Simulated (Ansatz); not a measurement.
Runs of Ansatz 0.2.0 on VO2. The structure is tetragonal, space group P4_2/mnm (No. 136). Conventional cell: a = 4.507 Å, b = 4.507 Å, c = 3.044 Å, α = 90.00°, β = 90.00°, γ = 90.00°. V (site symmetry mmm) is surrounded by 6 O at 1.91 to 1.99 Å. O (site symmetry m2m) has 3 V at 1.91 to 1.99 Å as nearest neighbours. The cell is a database's computed one.

| task | level | cell | points for each segment of the path | gap on the mesh (eV) | pressure (GPa) | moment (μB) | relaxed volume (Å³/atom) | largest force (eV/Å) |
| --- | --- | --- | --- | --- | --- | --- | --- | --- |
| relaxation of cell and atoms | revPBE+D3(BJ) | relaxed | - | - | 0.0 | 2.00 | 9.76 | - |
| band structure | BLYP | as given | 14 | none | (d) | 2.00 | - | 0.20 |
| band structure | revPBE | as given | 14 | none | (c) | 2.00 | - | 0.23 |
| relaxation of cell and atoms | RPBE | relaxed | - | - | 0.0 | 2.00 | 10.19 | - |
| relaxation of cell and atoms | PBEsol+D3(BJ) | relaxed | - | none | 0.0 | 1.95 | 9.48 | - |
| relaxation of cell and atoms | PBEsol | relaxed | - | - | 0.0 | 1.96 | 9.61 | - |
| relaxation of cell and atoms | RPBE+D4 | relaxed | - | none | 0.0 | 2.00 | (a) | - |
| relaxation of cell and atoms | BLYP | relaxed | - | - | 0.0 | 2.00 | (b) | - |
| band structure | PBEsol | as given | 14 | none | -16.4 | 2.00 | - | 0.28 |

Alike in all rows: potentials or basis Ansatz PAW; spin collinear, ferromagnetic start; k mesh 6 × 6 × 9; cutoff (eV) 420; smearing fermi-dirac 0.05 eV.

Problem. Fill in the values left out.

Solution. (a) 9.73; (b) 10.23; (c) -5.0; (d) -2.7.

Caveats: the PAW data sets come from PBE, with cores solved anew for the run's functional, which leaves a small shift of forces and pressure; the plane-wave basis is chosen anew once the cell has moved, so the energies of steps on either side of that aren't comparable (some runs); semilocal functionals often make such compounds metallic where correlation or magnetic order opens a gap, which also shifts bond lengths (some runs); pairwise dispersion overbinds metals, which lowers pressure and volume (some runs); so large a pressure means that the cell lies far from this level's equilibrium, or that cutoff or potentials fall short (some runs).

A gap of «none» marks a metal or a gap under the smearing width.

Runs at the PBE level aren't shown here.
